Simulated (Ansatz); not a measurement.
# Field gradients against strain in KCl

```
CELL_PARAMETERS angstrom
0.00000 3.15610 3.15610
3.15610 0.00000 3.15610
3.15610 3.15610 0.00000
ATOMIC_POSITIONS crystal
K 0.00000 0.00000 0.00000
Cl 0.50000 0.50000 0.50000
```

Atoms are numbered in the order listed.

Structure: COD 9003114, as refined from experiment and not relaxed.

Level of theory: Ansatz 0.2.0, DFT, LDA, all-electron PAW with datasets made for the crystal, scalar-relativistic.

Settings: a Γ-centred 7×7×7 k mesh, Fermi–Dirac smearing of 0.03 eV, cutoff 220 eV (chosen by the program for this cell), no spin polarisation.

The strain is applied along the Cartesian axes of the cell as listed (the other components stay zero). Fractional coordinates are held (clamped ions).

The columns are Cartesian components of the electric field gradient at the nuclei, in 10²¹ V/m².

Only quantities that a quadratic follows smoothly over the whole series are listed; rougher ones are left out.

| εxx = εyy | Vzz at K1 | Vzz at Cl2 |
| --- | --- | --- |
| -0.0300 | 0.60 | 0.38 |
| -0.0200 | 0.39 | 0.24 |
| 0.0000 | 0.00 | 0.00 |
| 0.0100 | -0.18 | -0.09 |
| 0.0200 | -0.34 | -0.17 |
| 0.0300 | -0.50 | -0.22 |

(1) Fit the series and give the gradient–strain slopes.

(2) One run, at εxx = εyy = -0.0100, is withheld. Predict its row.

## Answers

(1) Least-squares fits y = p0 + p1 x + p2 x² to the rows give Vzz at K1: p1 = -18.3, p2 = 56; Vzz at Cl2: p1 = -10.1, p2 = 88. The slopes p1 are in 10²¹ V/m² per unit strain, for clamped ions.

(2) The fits give 0.19, 0.11; the run gave 0.19, 0.11.
